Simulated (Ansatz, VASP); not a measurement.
## ZnS in VASP and in Ansatz

```
Zn S
1.0
     0.00000    2.72180    2.72180
     2.72180    0.00000    2.72180
     2.72180    2.72180    0.00000
Zn S
1 1
Direct
  0.00000 0.00000 0.00000
  0.25000 0.25000 0.25000
```

Alike in both runs: functional PBE; k mesh 8 × 8 × 8; occupations gaussian, width 0.02 eV; no spin polarisation.

Ansatz relaxed the structure, and its values are those at the end. VASP's run is a single point on that final structure, the one shown.

|  | VASP | Ansatz |
| --- | --- | --- |
| version | VASP 6.6.1 | Ansatz 0.2.0 |
| potentials or method | VASP PAW PBE potentials, release 64 (Zn, S) | scalar-relativistic, plane waves, PAW |
| plane-wave cutoff (eV) | 520 | 420 |
| valence electrons in the cell | 18 | 18 |

|  | VASP | Ansatz | Ansatz less VASP |
| --- | --- | --- | --- |
| gap on the k mesh at the Fermi level (eV) | 2.02 | 2.01 | -0.004 |
| least direct gap on the mesh (eV) | 2.02 | 2.01 | -0.004 |
| pressure (GPa) | 0.1 | 0.0 | -0.15 |

With one functional, cell and mesh, what is left measures potentials, basis and numerics.

A hybrid or GW would open this gap; PBE tends to underestimate it.
